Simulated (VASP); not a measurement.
# Ge (Imma) in VASP: a series of runs

The runs below take Ge through single point, relaxation of cell and atoms, with PBE, LDA.

Program: VASP 6.6.1. These are calculated values, not measurements. Logs are shortened: lines on timing, memory, paths and dates and some standing lists are left out, and cuts for length are marked.

## (1) Starting point

It takes space group Imma (No. 74, orthorhombic). Conventional cell: a = 4.992 Å, b = 5.302 Å, c = 2.874 Å, α = 90.00°, β = 90.00°, γ = 90.00°. Ge (site symmetry mm2) has 6 Ge at 2.68 to 2.87 Å as nearest neighbours.

This isn't the form of Ge at room conditions, which is diamond.

## (2) Single point, PBE

INCAR

```
PREC = Accurate
ENCUT = 400
EDIFF = 1E-6
ISMEAR = 0
SIGMA = 0.02
LREAL = False
LASPH = True
NELM = 100
ALGO = Normal
ISIF = 2
LWAVE = False
LCHARG = True
GGA = PE
LELF = True
LVHAR = True
```

KPOINTS

```
Automatic mesh
0
Gamma
  4 4 4
```

POSCAR

```
Ge
1.0
   -2.4958980000      2.6508630000      1.4369470000
    2.4958980000     -2.6508630000      1.4369470000
    2.4958980000      2.6508630000     -1.4369470000
Ge
2
Direct
    0.3140570000      0.0640570000      0.2500000000
    0.6859430000      0.9359430000      0.7500000000
```

Potentials or basis: VASP PAW PBE potentials, release 64 (Ge_d_GW).

On the command line:

```console
$ cat potpaw_PBE.64/Ge_d_GW/POTCAR > POTCAR
$ mpirun -np 1 vasp_std > vasp.out
```

OUTCAR:

```text
PREC = Accurate
   ENCUT = 400
   EDIFF = 1E-6
   ISMEAR = 0
   LREAL = False
   LASPH = True
   NELM = 100
   ISIF = 2
   GGA = PE

 ion  position               nearest neighbor table
   1  0.314  0.064  0.250-   2 2.68   2 2.68   2 2.72   2 2.72   2 3.08   2 3.08
   2  0.686  0.936  0.750-   1 2.68   1 2.68   1 2.72   1 2.72   1 3.08   1 3.08

  LATTYP: Found a body centered orthorhombic cell.
 ALAT       =     2.8738940000
 B/A-ratio  =     1.7369450648
 C/A-ratio  =     1.8447882907

  Lattice vectors:

 A1 = (   2.4958980000,  -2.6508630000,   1.4369470000)
 A2 = (  -2.4958980000,  -2.6508630000,  -1.4369470000)
 A3 = (   2.4958980000,   2.6508630000,  -1.4369470000)

Analysis of symmetry for initial positions (statically):
=====================================================================
 Subroutine PRICEL returns:
 Original cell was already a primitive cell.

 Routine SETGRP: Setting up the symmetry group for a
 body centered orthorhombic supercell.

 Subroutine GETGRP returns: Found  8 space group operations
 (whereof  4 operations were pure point group operations)
 out of a pool of  8 trial point group operations.

The static configuration has the point symmetry C_2h.
 The point group associated with its full space group is D_2h.

Analysis of symmetry for dynamics (positions and initial velocities):
=====================================================================
 Subroutine PRICEL returns:
 Original cell was already a primitive cell.

 Routine SETGRP: Setting up the symmetry group for a
 body centered orthorhombic supercell.

 Subroutine GETGRP returns: Found  8 space group operations
 (whereof  4 operations were pure point group operations)
 out of a pool of  8 trial point group operations.

The dynamic configuration has the point symmetry C_2h.
 The point group associated with its full space group is D_2h.

 Subroutine INISYM returns: Found  8 space group operations
 (whereof  4 operations are pure point group operations),
 and found     1 'primitive' translations

----------------------------------------------------------------------------------------

                                     Primitive cell

  volume of cell :      38.0290

  direct lattice vectors                    reciprocal lattice vectors
    -2.495898000  2.650863000  1.436947000     0.000000000  0.188617820  0.347959946
     2.495898000 -2.650863000  1.436947000     0.200328699  0.000000000  0.347959946
     2.495898000  2.650863000 -1.436947000     0.200328699  0.188617820  0.000000000

  length of vectors
[... 76 lines left out ...]
   LREAL  =      F    real-space projection
   EDIFFG = 0.1E-04   stopping-criterion for IOM
   NSW    =      0    number of steps for IOM
   IBRION =     -1    ionic relax: 0-MD 1-quasi-New 2-CG
   NFREE  =      0    steps in history (QN), initial steepest desc. (CG)
   ISIF   =      2    stress and relaxation
   ISYM   =      2    0-nonsym 1-usesym 2-fastsym
   POTIM  = 0.5000    time-step for ionic-motion
   TEBEG  =    0.0;   TEEND  =   0.0 temperature during run
   PSTRESS=    0.0 pullay stress
   NELECT =      28.0000    total number of electrons
   NUPDOWN=      -1.0000    fix difference up-down
   EMIN   =  10.00;   EMAX   =-10.00  energy-range for DOS
   EFERMI =   0.00;   METHOD = LEGACY
   ISMEAR =     0;   SIGMA  =   0.02  broadening in eV -4-tet -1-fermi 0-gaus
   EFERMI_NEDOS =   21; number of points for ismear=-14 and -15
   IALGO  =     38    algorithm
   IMIX   =      4    mixing-type and parameters
     AMIX     =   0.40;   BMIX     =  1.00
     AMIX_MAG =   1.60;   BMIX_MAG =  1.00
  volume/ion in A,a.u.               =      19.01       128.32
  Fermi-wavevector in a.u.,A,eV,Ry     =   1.478277  2.793539 29.732860  2.185304
  Thomas-Fermi vector in A             =   2.592578
   LORBIT       =      0    0 simple, 1 ext, 2 COOP (PROOUT), +10 PAW based schemes
   GGA     = PE    functional components
   LHFCALC =     F    Hartree Fock is set to
   AEXX    =    0.0000 exact exchange contribution
   IVDW    =     0    specifies the selected vdW correction
   LEPSILON=     F    determine dielectric tensor
   LRPA    =     F    only Hartree local field effects (RPA)
 non-spin polarized calculation
 Gauss-broadening in eV      SIGMA  =   0.02
  energy-cutoff  :      400.00
  volume of cell :       38.03
 maximum number of plane-waves:       706
 NGX is ok and might be reduce to    28
   NGX = 13   NGY = 13   NGZ = 13

 number of electron      28.0000031 magnetization

 Free energy of the ion-electron system (eV)
  ---------------------------------------------------
  ext. energy  EPLUGINS =         0.00000000
  ---------------------------------------------------
  free energy    TOTEN  =        -8.43573856 eV

  energy without entropy =       -8.43573856  energy(sigma->0) =       -8.43573856

 E-fermi :   4.1861     XC(G=0): -11.2333

 val. band max:        4.0867694783   @ k =   0.5000   0.2500  -0.0000
 cond. band min:       4.3610130369   @ k =   0.2500   0.2500  -0.0000
 fundamental gap:      0.2742435587
 Fermi energy:         4.1860611287

 k-point     1 :       0.0000    0.0000    0.0000
  band No.  band energies     occupation
      1     -20.7819      2.00000
      2     -20.6959      2.00000
      3     -20.6846      2.00000
      4     -20.6820      2.00000
      5     -20.6472      2.00000
      6     -20.6227      2.00000
[... 355 lines left out ...]
      5     -20.6098      2.00000
      6     -20.6062      2.00000
[... 10 lines left out ...]
     17      14.7483      0.00000
     18      15.3207      0.00000

------------------------ aborting loop because EDIFF is reached ----------------------------------------

  FORCE on cell =-STRESS in cart. coord.  units (eV):
  Direction    XX          YY          ZZ          XY          YZ          ZX
  --------------------------------------------------------------------------------------
  -------------------------------------------------------------------------------------
  Total        0.5124749     -0.8586385      0.5155689      0.0000000     -0.0000000      0.0000000
  in kB       21.5907808    -36.1747968     21.7211313      0.0000000     -0.0000000      0.0000000
  external PRESSURE =       2.3790385 kB  Pullay stress =       0.0000000 kB

 VOLUME and BASIS-vectors are now :
 -----------------------------------------------------------------------------
  energy-cutoff  :      400.00
  volume of cell :       38.03
      direct lattice vectors                 reciprocal lattice vectors
    -2.495898000  2.650863000  1.436947000     0.000000000  0.188617820  0.347959946
     2.495898000 -2.650863000  1.436947000     0.200328699  0.000000000  0.347959946
     2.495898000  2.650863000 -1.436947000     0.200328699  0.188617820  0.000000000

 POSITION                                       TOTAL-FORCE (eV/Angst)
 -----------------------------------------------------------------------------------
      0.00000      1.32543      0.18409         0.000000      0.000000      0.246190
      2.49590      1.32543      1.25285        -0.000000     -0.000000     -0.246190
 -----------------------------------------------------------------------------------
    total drift:                               -0.000000     -0.000000      0.000000

  FREE ENERGIE OF THE ION-ELECTRON SYSTEM (eV)
  ---------------------------------------------------
  free  energy   TOTEN  =        -8.4357385584 eV

  energy  without entropy=       -8.4357385584  energy(sigma->0) =       -8.43573856
```

OSZICAR:

```text
N       E                     dE             d eps       ncg     rms          rms(c)
DAV:   1     0.193205723456E+03    0.19321E+03   -0.13717E+04   664   0.336E+03
DAV:   2     0.163484544080E+02   -0.17686E+03   -0.17514E+03   650   0.493E+02
DAV:   3    -0.708609142022E+01   -0.23435E+02   -0.23228E+02   716   0.161E+02
DAV:   4    -0.841321592937E+01   -0.13271E+01   -0.13261E+01   852   0.513E+01
DAV:   5    -0.845963582910E+01   -0.46420E-01   -0.46418E-01   836   0.853E+00    0.268E+00
DAV:   6    -0.844186463593E+01    0.17771E-01   -0.55636E-02   920   0.439E+00    0.156E+00
DAV:   7    -0.843608027999E+01    0.57844E-02   -0.17735E-02   868   0.226E+00    0.172E-01
DAV:   8    -0.843573588237E+01    0.34440E-03   -0.28462E-03   800   0.116E+00    0.279E-02
DAV:   9    -0.843573725029E+01   -0.13679E-05   -0.65876E-05   818   0.148E-01    0.152E-02
DAV:  10    -0.843573877850E+01   -0.15282E-05   -0.94585E-06   816   0.355E-02    0.222E-03
DAV:  11    -0.843573855836E+01    0.22014E-06   -0.71890E-07   390   0.104E-02
   1 F= -.84357386E+01 E0= -.84357386E+01  d E =-.278788E-13
```

stdout:

```text
POSCAR found type information on POSCAR Ge
 POSCAR found :  1 types and       2 ions
 scaLAPACK will be used
 LDA part: xc-table for (Slater+PW92), standard interpolation
 POSCAR, INCAR and KPOINTS ok, starting setup
 FFT: planning ... GRIDC
 FFT: planning ... GRID_SOFT
 FFT: planning ... GRID
 WAVECAR not read
 entering main loop
```

Wall time 17 s (1 thread of Intel Xeon Platinum 8375C at 2.90GHz (Ice Lake), shared host); peak memory 0.15 GiB.

What came out:

| Item | Value |
| --- | --- |
| Free energy | -8.4357 eV |
| Largest force | 0.246 eV/Å |
| Band gap on the k mesh | none (metal or under the smearing width) |

Forces on the atoms (eV/Å):
```
Ge   0.000  0.000  0.246
Ge   0.000  0.000 -0.246
```

Levels at points of the mesh, in eV from the Fermi level:
```
           k point  band 11  band 12  band 13  band 14  band 15  band 16  band 17  band 18
(0.00, 0.00, 0.00)   -13.23    -3.95    -2.47    -2.06     3.36     6.81     7.05     7.78
(0.50, 0.00, 0.00)    -8.16    -7.12    -2.05    -1.68    -0.88     1.39     3.06     4.16
(0.00, 0.50, 0.00)    -8.33    -6.01    -3.59    -2.36    -1.94     3.04     3.89     6.46
(0.50, 0.50, 0.00)   -10.49   -10.49     0.52     0.52     2.16     2.16     6.63     6.63
(0.50, 0.50, 0.50)    -9.22    -8.36    -5.98    -5.71     4.27     6.76    10.56    11.13
```

Caveat: the k mesh is coarse (spacing up to 0.63 Å⁻¹), so the values aren't converged; the cutoff is under 1.25 times the usual one of these potentials, so pressure, stress and relaxed cells hold a basis-set (Pulay) error.

## (3) Relaxation of cell and atoms, LDA

INCAR

```
  PREC = Accurate
  ENCUT = 600
  EDIFF = 1E-6
  ISMEAR = -1
  SIGMA = 0.05
  LREAL = F
  LASPH = T
  NELM = 80
  ALGO = Fast
  ISIF = 3
  LWAVE = F
  LCHARG = F
  IBRION = 2
  NSW = 40
  EDIFFG = -0.01
```

KPOINTS

```
Automatic mesh
0
Gamma
  10 10 10
```

POSCAR is that of step 2.

Potentials or basis: VASP PAW LDA potentials, release 64 (Ge_d).

On the command line:

```console
$ cat potpaw_LDA.64/Ge_d/POTCAR > POTCAR
$ mpirun -np 1 vasp_std > vasp.out
```

Run time: 17 min. Hardware: 1 thread of Intel Xeon 6975P-C (Granite Rapids), shared host; peak memory 0.26 GiB.

Results (log left out):

| Item | Value |
| --- | --- |
| Free energy | -10.0298 eV |
| Relaxed volume | 17.94 Å³/atom |
| Relaxed cell | a = 3.852 Å, b = 3.852 Å, c = 3.852 Å, α = 97.60°, β = 97.36°, γ = 137.70° |
| Space group after relaxing (to 0.05 Å) | I4_1/amd (No. 141) |
| Energy gained by relaxing | 25.2 meV/atom |
| Ionic steps | 40 |
| Pressure after relaxing | 0.0 GPa |
| Largest force after relaxing | 0.004 eV/Å |
| Band gap on the k mesh | none (metal or under the smearing width) |

Forces in eV/Å, atoms in the order of the input:
```
Ge   0.000  0.000  0.004
Ge   0.000  0.000 -0.004
```

The path:
| step | energy change (eV) | largest force (eV/Å) | pressure (GPa) | volume (Å³) |
| --- | --- | --- | --- | --- |
| 1 | 0.0000 | 0.0493 | -3.88 | 38.03 |
| 2 | -0.0288 | 0.0587 | 0.98 | 35.55 |
| 3 | -0.0297 | 0.0598 | -0.07 | 35.89 |
| 4 | -0.0297 | 0.0543 | 0.68 | 35.84 |
| 5 | -0.0300 | 0.0658 | -1.12 | 36.22 |
| 6 | -0.0301 | 0.0655 | -0.19 | 36.05 |
| 7 | -0.0301 | 0.0605 | -0.60 | 36.08 |
| 8 | -0.0301 | 0.0703 | -0.32 | 36.06 |
| 9 | -0.0312 | 0.0700 | -0.25 | 36.04 |
| 10 | -0.0336 | 0.0989 | -0.18 | 35.98 |
| 11 | -0.0318 | 0.1389 | 0.16 | 35.85 |
| 12 | -0.0340 | 0.1238 | -0.07 | 35.94 |
| 13 | -0.0344 | 0.1199 | -0.12 | 35.93 |
| 14 | -0.0353 | 0.1198 | 0.05 | 35.89 |
| 15 | -0.0369 | 0.1149 | 0.21 | 35.83 |
| 16 | -0.0379 | 0.0942 | 0.50 | 35.68 |
| 17 | -0.0382 | 0.1121 | 0.50 | 35.75 |
| 18 | -0.0383 | 0.1010 | 0.43 | 35.73 |
| 19 | -0.0404 | 0.0926 | 0.23 | 35.81 |
| 20 | -0.0424 | 0.0770 | 0.05 | 35.91 |
| 21 | -0.0434 | 0.0449 | -0.49 | 36.12 |
| 22 | -0.0435 | 0.0574 | -0.42 | 36.07 |
| 23 | -0.0445 | 0.0468 | -0.04 | 35.97 |
| 24 | -0.0451 | 0.0393 | 0.23 | 35.84 |
| 25 | -0.0452 | 0.0361 | 0.01 | 35.78 |
| 26 | -0.0451 | 0.0283 | 0.61 | 35.67 |
| 27 | -0.0452 | 0.0360 | 0.63 | 35.72 |
| 28 | -0.0458 | 0.0293 | 0.37 | 35.75 |
| 29 | -0.0474 | 0.0246 | 0.17 | 35.84 |
| 30 | -0.0485 | 0.0197 | -0.30 | 36.01 |
| 31 | -0.0491 | 0.0266 | -0.10 | 35.90 |
| 32 | -0.0493 | 0.0292 | 0.26 | 35.79 |
| 33 | -0.0493 | 0.0316 | 0.18 | 35.81 |
| 34 | -0.0495 | 0.0245 | 0.31 | 35.87 |
| 35 | -0.0499 | 0.0193 | -0.26 | 36.02 |
| 36 | -0.0502 | 0.0126 | -0.44 | 35.97 |
| 37 | -0.0504 | 0.0008 | 0.14 | 35.82 |
| 38 | -0.0504 | 0.0058 | 0.21 | 35.85 |
| 39 | -0.0504 | 0.0091 | 0.14 | 35.88 |
| 40 | -0.0504 | 0.0044 | 0.01 | 35.87 |

Final structure:
```
Ge
1.0
    -2.53724    2.54335    1.38981
     2.53724   -2.54335    1.38981
     2.53724    2.54335   -1.38981
Ge
2
Direct
  0.37209 0.12209 0.25000
  0.62791 0.87791 0.75000
```

Levels at points of the mesh, in eV from the Fermi level:
```csv
k point,band 11,band 12,band 13,band 14,band 15,band 16,band 17,band 18
"(0.00, 0.00, 0.00)",-13.63,-3.99,-2.43,-2.42,3.29,7.74,7.79,8.14
"(0.50, 0.00, 0.00)",-8.26,-6.62,-2.64,-2.08,-1.46,2.40,3.59,5.59
"(0.00, 0.50, 0.00)",-8.27,-6.57,-2.70,-2.11,-1.51,2.48,3.62,5.69
"(0.50, 0.50, 0.00)",-10.80,-10.80,0.61,0.61,2.01,2.01,7.47,7.47
"(0.50, 0.50, 0.50)",-9.03,-8.99,-6.13,-6.12,5.99,6.12,11.31,11.33
```

## (4) Single point, PBE

INCAR

```
PREC = Accurate
ENCUT = 500
EDIFF = 1E-7
ISMEAR = 0
SIGMA = 0.02
LREAL = False
LASPH = True
NELM = 60
ALGO = Fast
ISIF = 2
LWAVE = False
LCHARG = True
GGA = PE
LELF = True
LVHAR = True
```

KPOINTS

```
Automatic mesh
0
Gamma
  5 5 5
```

POSCAR is that of step 3.

Potentials or basis: VASP PAW PBE potentials, release 64 (Ge_d_GW).

On the command line:

```console
$ cat potpaw_PBE.64/Ge_d_GW/POTCAR > POTCAR
$ mpirun -np 1 vasp_std > vasp.out
```

Run time: 19 s. Hardware: 1 thread of Intel Xeon 6975P-C (Granite Rapids), shared host; peak memory 0.16 GiB.

Results (log left out):

```yaml
Free_energy: -8.5024 eV
Pressure: 1.4 GPa
Largest_force: 0.088 eV/Å
Band_gap_on_the_k_mesh: none (metal or under the smearing width)
```

Forces on the atoms (eV/Å):
```
Ge   0.000  0.000  0.088
Ge   0.000  0.000 -0.088
```

Stress tensor (GPa, compression positive):
```
 4.23  0.00  0.00
 0.00  2.79  0.00
 0.00  0.00 -2.87
```

Levels at points of the mesh, in eV from the Fermi level:
| k point | band 12 | band 13 | band 14 | band 15 | band 16 | band 17 |
| --- | --- | --- | --- | --- | --- | --- |
| (0.00, 0.00, 0.00) | -3.74 | -2.27 | -1.83 | 3.56 | 7.03 | 7.26 |

Caveat: the k mesh is coarse (spacing up to 0.50 Å⁻¹), so the values aren't converged.

## (5) Single point, PBE

INCAR

```
SYSTEM = Ge
PREC = Accurate
ENCUT = 450
EDIFF = 1E-7
ISMEAR = 0
SIGMA = 0.02
LREAL = .False.
LASPH = .True.
NELM = 100
ALGO = Normal
ISIF = 2
LWAVE = .False.
LCHARG = .False.
GGA = PE
```

KPOINTS

```
Automatic mesh
0
Gamma
  7 7 7
  0 0 0
```

POSCAR is that of step 4.

On the command line:

```console
$ cat potpaw_PBE.64/Ge_d_GW/POTCAR > POTCAR
$ mpirun -np 1 vasp_std > vasp.out
```

Run time: 17 s. Hardware: 1 thread of Intel Xeon 6975P-C (Granite Rapids), shared host; peak memory 0.17 GiB.

The run converged. Its results:

| Property | Result |
| --- | --- |
| Free energy | -8.5763 eV |
| Pressure | 0.3 GPa |
| Largest force | 0.080 eV/Å |
| Band gap on the k mesh | none (metal or under the smearing width) |

Forces on the atoms (eV/Å):
```
Ge   0.000  0.000  0.080
Ge   0.000  0.000 -0.080
```

Stress tensor (GPa, compression positive):
```
 2.66  0.00  0.00
 0.00 -2.55  0.00
 0.00  0.00  0.80
```

Levels at points of the mesh, in eV from the Fermi level:
| k point | band 11 | band 12 | band 13 | band 14 | band 15 | band 16 | band 17 | band 18 |
| --- | --- | --- | --- | --- | --- | --- | --- | --- |
| (0.00, 0.00, 0.00) | -12.99 | -3.71 | -2.24 | -1.80 | 3.60 | 7.06 | 7.29 | 8.01 |

Caveat: the k mesh is coarse (spacing up to 0.36 Å⁻¹), so the values aren't converged; the cutoff is under 1.25 times the usual one of these potentials, so pressure, stress and relaxed cells hold a basis-set (Pulay) error.

## (6) The runs side by side

```csv
task,level,potentials or basis,cell,k mesh,cutoff (eV),smearing,ladder,mesh quality,gap on the mesh (eV),pressure (GPa),largest force (eV/Å)
single point,PBE,"VASP PAW PBE potentials, release 64 (Ge_d_GW)",as given,4 × 4 × 4,400,gaussian 0.02 eV,-,coarse,none,-,0.25
relaxation of cell and atoms,LDA,"VASP PAW LDA potentials, release 64 (Ge_d)",relaxed,10 × 10 × 10,600,fermi-dirac 0.05 eV,gaps,not flagged,none,0.0,-
single point,PBE,"VASP PAW PBE potentials, release 64 (Ge_d_GW)",as given,5 × 5 × 5,500,gaussian 0.02 eV,-,coarse,none,1.4,0.09
single point,PBE,"VASP PAW PBE potentials, release 64 (Ge_d_GW)",as given,7 × 7 × 7,450,gaussian 0.02 eV,-,coarse,none,0.3,0.08
```

Alike in all rows: no spin polarisation.

Caveats: some runs use coarse meshes; the cutoff is under 1.25 times the usual one of these potentials, so pressure, stress and relaxed cells hold a basis-set (Pulay) error (some runs).

Total energies depend on the potentials used, so only differences within one code and one set of settings carry meaning.
